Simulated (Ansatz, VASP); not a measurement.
# Two plane-wave programs on Pt

```
Pt
1.0
     2.69484   -0.00711   -0.00176
    -1.35359    2.28768    0.00470
    -0.00299    0.00681    4.88794
Pt
2
Direct
  0.72864 0.31331 0.73996
  0.25441 0.72695 0.21920
```

This isn't the form of Pt at room conditions, which is fcc.

Alike in both runs: task single point; functional PBEsol; k mesh 7 × 7 × 4; no spin polarisation.

```csv
,VASP,Ansatz
version,VASP 6.6.1,Ansatz 0.2.0
potentials or method,"VASP PAW PBE potentials, release 64 (Pt)","plane waves, PAW"
plane-wave cutoff (eV),520,420
occupations,"methfessel-paxton of order 1, width 0.1 eV",cold
valence electrons in the cell,20,36
```

VASP gave:

* pressure (GPa): 5.9
* largest component of the traceless stress (GPa): 5.15
* rms of the force components (eV/Å): 0.716

Task: Which values does Ansatz return?

Result: Pressure (GPa): 6.3; largest component of the traceless stress (GPa): 5.18; rms of the force components (eV/Å): 0.718.

Atom by atom the forces differ by 0.003 eV/Å (rms over components). The two sets of potentials don't hold the same shells in valence.

Caveats: the k mesh is coarse (spacing up to 0.39 Å⁻¹), so the values aren't converged; the PAW data sets were made with another functional, which shifts forces and pressure a little (VASP). Spin-orbit coupling is left out, which matters for the levels of Pt.
